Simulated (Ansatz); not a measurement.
Crystal: FeO (Wuestite).

```
Fe O
1.0
     1.51882    0.87689    2.51958
    -1.51882    0.87689    2.51958
     0.00000   -1.75378    2.51958
Fe O
1 1
Direct
  0.00000 0.00000 0.00000
  0.50000 0.50000 0.50000
```

Program: Ansatz 0.2.0. Alike in all runs: cell as given; k mesh 11 × 11 × 11.

**Question.** Order these runs on this cell by their pressure, lowest first.
A. level RPBE; potentials or basis Ansatz PAW; spin collinear, ferromagnetic start; cutoff (eV) 420; smearing gaussian 0.1 eV
B. level PBE+D3(BJ)+U; potentials or basis Ansatz PAW; spin collinear, ferromagnetic start; U Fe d U = 3 eV; cutoff (eV) 420; smearing tetrahedron; hubbard projectors ortho-atomic; double counting fll (the default)
C. level PBE+D3(BJ)+ATM+U; potentials or basis PseudoDojo standard (PBE files); spin collinear, random start; U Fe d U = 6 eV; cutoff (eV) 1225; smearing cold 0.15 eV; hubbard projectors ortho-atomic (the default); double counting fll (the default)
D. level r2SCAN+rVV10; potentials or basis Ansatz PAW; spin collinear, ferromagnetic start; cutoff (eV) 500; smearing gaussian 0.15 eV
E. level BLYP+D3(BJ); potentials or basis JTH PAW; spin collinear, ferromagnetic start; cutoff (eV) 1380; smearing gaussian 0.02 eV; points for each segment of the path 14

**Answer.** D (-7.7 GPa), E (-1.4 GPa), A (4.3 GPa), B (6.0 GPa), C (10.5 GPa).

Caveats: a cell with one magnetic atom can't hold antiferromagnetic order, which such compounds often take; the magnetic or orbital state may not be the lowest (some runs); the potentials were made for another functional, which shifts forces and pressure (some runs); pairwise dispersion overbinds metals, which lowers pressure and volume (some runs); the PAW data sets come from PBE, with cores solved anew for the run's functional, which leaves a small shift of forces and pressure (some runs).

Not every run made on this cell is shown here.
